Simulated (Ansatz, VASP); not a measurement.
# ScAl3: VASP beside Ansatz

```xyz
4
Lattice="4.0494 0.0000 0.0000 0.0000 4.0494 0.0000 0.0000 0.0000 4.0494" Properties=species:S:1:pos:R:3 pbc="T T T"
Sc    0.0000    0.0000    0.0000
Al    2.0247    0.0000    2.0247
Al    0.0000    2.0247    2.0247
Al    2.0247    2.0247    0.0000
```

Alike in both runs: functional PBE; dispersion D3(BJ); k mesh 6 × 6 × 6; occupations fermi-dirac, width 0.1 eV; no spin polarisation.

Ansatz relaxed the structure, and its values are those at the end. VASP's run is a single point on that final structure, the one shown.

```csv
,VASP,Ansatz
version,VASP 6.6.1,Ansatz 0.2.0
potentials or method,"VASP PAW PBE potentials, release 64 (Sc_sv, Al)","plane waves, PAW"
plane-wave cutoff (eV),520,558
valence electrons in the cell,20,20
```

```csv
,VASP,Ansatz,Ansatz less VASP
pressure (GPa),0.0,0.0,-0.03
dispersion energy (meV/atom),-390.4,-390.5,-0.11
```

Caveats: pairwise dispersion overbinds metals, which lowers pressure and volume.
